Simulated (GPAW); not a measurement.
# CuO (Tenorite) (Cc) in GPAW: reference runs

Aim: a first look at CuO (Tenorite) with PBEsol, on the cell as given.

Program: GPAW 26.7.0. These are calculated values, not measurements. Logs are shortened: lines on timing, memory, paths and dates and some standing lists are left out, and cuts for length are marked. The log counts tension as positive stress, the text compression.

## 1. The structure

It takes space group Cc (No. 9, monoclinic). Conventional cell: a = 4.689 Å, b = 3.427 Å, c = 5.132 Å, α = 90.00°, β = 99.65°, γ = 90.00°. Cu (site symmetry 1) is surrounded by 4 O at 1.91 to 2.02 Å. Around O (site symmetry 1) lie 4 Cu at 1.91 to 2.02 Å.

## 2. Single point, PBEsol

File run.py:

```python
from ase import Atoms
from ase.dft.bandgap import bandgap
from ase.io import write
from ase.units import GPa
from gpaw import GPAW, PW, setup_paths

setup_paths.insert(0, '.')

atoms = Atoms(['Cu', 'Cu', 'O', 'O'],
              cell=[[2.34465, -1.7134, 0.0],
                    [2.34465, 1.7134, 0.0],
                    [-0.8605543552, 0.0, 5.0594363927]],
              scaled_positions=[[0.4968, 0.0032, 0.5],
                                [0.0032, 0.4968, 0.0],
                                [0.4056, 0.5714, 0.7537],
                                [0.5714, 0.4056, 0.2537]],
              pbc=True)

calc = GPAW(mode=PW(800),
            xc='PBEsol',
            kpts={'size': (10, 10, 5), 'gamma': True},
            occupations={'name': 'fermi-dirac', 'width': 0.05},
            nbands=33,
            convergence={'density': 1e-05, 'energy': 1e-05},
            maxiter=150,
            txt='gpaw.txt')
atoms.calc = calc
energy = atoms.get_potential_energy()
forces = atoms.get_forces()
stress = atoms.get_stress()
calc.write('gs.gpw')
write('result.traj', atoms)
print(f'Energy: {energy:.6f} eV')
print('Forces (eV/A):')
print(forces.round(4))
print('Stress (GPa):', (stress / GPa).round(3))
print('Fermi level:', round(calc.get_fermi_level(), 4), 'eV')
print(f'Gap: {bandgap(calc)[0]:.4f} eV, direct: {bandgap(calc, direct=True)[0]:.4f} eV')
```

Potentials or basis: PAW data sets generated in the run's folder for this functional, pw.

Command:

```bash
> gpaw-setup -f PBEsol Cu O
> OMP_NUM_THREADS=1 python run.py
```

gpaw.txt:

```text
__  _  _
 | _ |_)|_||  |
 |__||  | ||/\| - 26.7.0

Input parameters:
  mode=PW(ecut=800.0),
  convergence={'density': 1e-05, 'energy': 1e-05},
  kpts=MonkhorstPack(size=(10, 10, 5), gamma=True),
  maxiter=150,
  nbands=33,
  occupations=Occupations(name='fermi-dirac', width=0.05),
  xc=XC(name='PBEsol')

Diagonalizing LCAO Hamiltonian
Converting LCAO to pw mode

          O

       Cu
          O
         Cu

Atoms  # Å, Bohr magnetons
|   | symbol |        x |         y |        z |    initial magnetic moments |
|---|--------|----------|-----------|----------|-----------------------------|
| 0 |     Cu | 0.742048 | -0.845734 | 2.529718 | ( 0.0000,  0.0000,  0.0000) |
| 1 |     Cu | 1.172325 |  0.845734 | 0.000000 | ( 0.0000,  0.0000,  0.0000) |
| 2 |      O | 1.642123 |  0.284082 | 3.813297 | ( 0.0000,  0.0000,  0.0000) |
| 3 |      O | 2.072400 | -0.284082 | 1.283579 | ( 0.0000,  0.0000,  0.0000) |

Unit cell  # Å
| periodic |         x |         y |        z |  lengths |    angles |
|----------|-----------|-----------|----------|----------|-----------|
|      yes |  2.344650 | -1.713400 | 0.000000 | 2.903984 | 97.780819 |
|      yes |  2.344650 |  1.713400 | 0.000000 | 2.903984 | 97.780819 |
|      yes | -0.860554 |  0.000000 | 5.059436 | 5.132100 | 72.316432 |

Number of symmetries: 1
Symmetry operations  # r_c * U_cc + t_c -> r_c
|   | kind |            matrix            |
|---|------|------------------------------|
| 0 |  E   |  1, 0, 0,  0, 1, 0,  0, 0, 1 |

BZ-sampling:
  Number of BZ points: 500
  Number of IBZ points: 252

  Monkhorst-Pack size: [10, 10, 5]
  Monkhorst-Pack shift: [0.05, 0.05, 0.0]

K-points  # in reciprocal-cell coordinates
|     |                                coordinates |     weight |
|-----|--------------------------------------------|------------|
|   0 | (  0.00000000,   0.00000000,   0.00000000) | 0.00200000 |
|   1 | (  0.00000000,   0.00000000,   0.20000000) | 0.00400000 |
|   2 | (  0.00000000,   0.00000000,   0.40000000) | 0.00400000 |
|   3 | (  0.00000000,   0.10000000,  -0.40000000) | 0.00400000 |
|   4 | (  0.00000000,   0.10000000,  -0.20000000) | 0.00400000 |
|   5 | (  0.00000000,   0.10000000,   0.00000000) | 0.00400000 |
|   6 | (  0.00000000,   0.10000000,   0.20000000) | 0.00400000 |
|   7 | (  0.00000000,   0.10000000,   0.40000000) | 0.00400000 |
|   8 | (  0.00000000,   0.20000000,  -0.40000000) | 0.00400000 |
|   9 | (  0.00000000,   0.20000000,  -0.20000000) | 0.00400000 |
| ... |                                            |            |
| 251 | (  0.50000000,   0.50000000,   0.40000000) | 0.00400000 |

Plane wave coefficients: 2104
Cutoff: 800.0 eV

Spin-components: 1 (collinear spins)
Bands:           33
Projectors:      22
Spin-degeneracy: 2
Datatype:        complex128

Parallelization:
  kpt:    1
  domain: 1
  band:   1

Density:
  Valence electrons: 34.0
  Components: 1
  Grid points: [20 20 35]
  Charge: 0.0  # |e|

Potential:
  Grid points: [20 20 35]

species:
  Cu:
    name:    Copper
    Z:       29.0
    valence: 11
    core:    18
    charge:  0.0  # [|e|]
    compensation charges:
      type: gauss
      rc: 0.33  # [Å]
      lmax: 2
    cutoffs:
      filter: 2.06  # [Å]
      core: 2.43  # [Å]
    projectors
    | kind |    occ | energy [eV] | rcut [Å] |
    |------|--------|-------------|----------|
    |   4s |  1.000 |      -4.607 |    1.164 |
    |   4p |  0.000 |      -0.637 |    1.164 |
    |   3d | 10.000 |      -5.060 |    1.058 |
    |    s |        |      22.604 |    1.164 |
    |    p |        |      26.574 |    1.164 |
    |    d |        |      22.151 |    1.058 |

    Using partial waves for Cu as LCAO basis

  O:
    name:    Oxygen
    Z:       8.0
    valence: 6
    core:    2
    charge:  0.0  # [|e|]
    compensation charges:
      type: gauss
      rc: 0.21  # [Å]
      lmax: 2
    cutoffs:
      filter: 1.17  # [Å]
      core: 0.83  # [Å]
    projectors
    | kind |    occ | energy [eV] | rcut [Å] |
    |------|--------|-------------|----------|
    |   2s |  2.000 |     -23.808 |    0.688 |
    |   2p |  4.000 |      -8.972 |    0.598 |
    |    s |        |       3.404 |    0.688 |
    |    p |        |      18.239 |    0.598 |
    |    d |        |       0.000 |    0.619 |

    Using partial waves for O as LCAO basis

Reference energy: -94036.894853  # eV

eigensolver:
  PPCG
  Converge bands: occupied
  niter=2

density mixing:
  MSR1-Mixer
  Pratt-step length: 0.05
  Maximum mixing coefficient: 0.75
  Old densities: 10
  SVD Regularization: 0.005
  Good broyden scale: 1.0
  Trust region scale: 1.0
  Backstep threshold: 4.0
  History deletion threshold: 6.0
  Fourier metric: weight=20.0, sigma=0.015

occupation numbers:
  Fermi-Dirac:
    width: 0.0500  # eV

poisson solver:
  ecut: 6400.0  # eV

xc functional:
  name: PBEsol with 2 nearest neighbor stencil

convergence criteria:
- Maximum integral of absolute [dens]ity change: 1e-05 electrons / valence electron
- Maximum [total energy] change in last 3 cyles: 1e-05 eV / valence electron
- Maximum integral of absolute [eigenst]ate change: 4e-08 eV^2 / valence electron
maximum number of iterations: 150

SCF iterations
|iter     | |      energy | eigst |  dens |
|---------|-|-------------|-------|-------|
|iter:   1| |  -27.428526 | +0.20 |       |
|iter:   2| |  -24.950199 | -1.85 | -0.90 |
|iter:   3| |  -21.581948 | -1.25 | -1.00 |
|iter:   4| |  -21.531813 | -3.47 | -1.60 |
|iter:   5| |  -21.719651 | -2.77 | -1.75 |
|iter:   6| |  -21.492972 | -2.95 | -1.54 |
|iter:   7| |  -21.490467 | -3.97 | -2.46 |
|iter:   8| |  -21.490319 | -5.72 | -2.88 |
|iter:   9| |  -21.490325c| -5.75 | -3.19 |
|iter:  10| |  -21.490326c| -6.30 | -3.72 |
|iter:  11| |  -21.490321c| -6.77 | -3.92 |
|iter:  12| |  -21.490320c| -7.49c| -4.51 |
|iter:  13| |  -21.490319c| -8.01c| -4.98 |
|iter:  14| |  -21.490319c| -8.87c| -5.51c|

Converged in 14 steps
Energy contributions relative to reference atoms: (reference = -94036.894853)

Energy contributions:
  Kinetic:          -5.111246
  Coulomb:          -1.219064
  Zero:              0.639307
  External:          0.000000
  Xc:              -15.789778
  Entropy:          -0.019079
  Spinorbit:         0.000000
  ----------------------------
  Free energy:     -21.499859
  Extrapolated:    -21.490319

dipole moment: (-8.256812, 0.000000, -11.002039)  # |e|*Ang

Fermi level: 6.319
Eigenvalues  # (at kpt = [0.000, 0.000, 0.000])
| band index |      eig [eV] | occ [0-2] |
|------------|---------------|-----------|
|          0 |       -13.504 |     2.000 |
|        ... |               |           |
|          8 |         3.277 |     2.000 |
|          9 |         3.573 |     2.000 |
|         10 |         3.662 |     2.000 |
|         11 |         3.811 |     2.000 |
|         12 |         4.014 |     2.000 |
|         13 |         4.118 |     2.000 |
[... 8 lines left out ...]
|         22 |        21.821 |     0.000 |
|         23 |        22.584 |     0.000 |
|        ... |               |           |
|         32 |        29.825 |     0.000 |

No gap
No difference between direct/indirect transitions

Forces  # eV/Ang
|        x |        y |        z |
|----------|----------|----------|
| -0.66121 | -0.36446 |  0.25622 |  # Cu   0
| -0.66121 |  0.36446 |  0.25624 |  # Cu   1
|  0.66119 | -0.31216 | -0.25625 |  # O    2
|  0.66118 |  0.31214 | -0.25616 |  # O    3

Stress tensor  # eV/Ang^3
|        x |         y |        z |
|----------|-----------|----------|
| 0.001735 |  0.000000 | 0.010176 |
| 0.000000 | -0.006365 | 0.000000 |
| 0.010176 |  0.000000 | 0.006948 |

# Writing to gs.gpw (mode='')
```

It took 6.5 min on 1 thread of Arm Neoverse V1, shared host; peak memory 0.55 GiB.

What came out:

```yaml
Free_energy: -21.4999 eV
Pressure: -0.1 GPa
Largest_force: 0.797 eV/Å
Band_gap_on_the_k_mesh: none (metal or under the smearing width)
```

Forces on the atoms (eV/Å):
```
Cu  -0.661 -0.364  0.256
Cu  -0.661  0.364  0.256
O    0.661 -0.312 -0.256
O    0.661  0.312 -0.256
```

Levels at points of the mesh, in eV from the Fermi level:
```
           k point  band 13  band 14  band 15  band 16  band 17  band 18  band 19  band 20  band 21  band 22
(0.00, 0.00, 0.00)    -2.31    -2.20    -2.12    -1.63     0.22     0.93     1.66     5.92     8.10    13.23
(0.00, 0.50, 0.00)    -2.03    -1.58    -1.47    -1.38    -0.03     0.29     4.79     6.21     6.90    11.00
(0.50, 0.00, 0.00)    -2.03    -1.58    -1.47    -1.38    -0.03     0.29     4.79     6.21     6.90    11.00
(0.50, 0.50, 0.00)    -2.12    -2.11    -1.68    -1.20    -0.64     1.08     3.26     6.95     8.48     9.92
```

Caveat: with this Cu data set, volumes or pressures lay over 1.5 % or 2 GPa off other programs in two to four cells of ten; the run has no spin polarisation, though such a crystal can be magnetic; semilocal functionals often make such compounds metallic where correlation or magnetic order opens a gap, which also shifts bond lengths. With open d or f shells a metallic result of PBEsol can be an artefact of self-interaction; +U or a hybrid may open a gap.
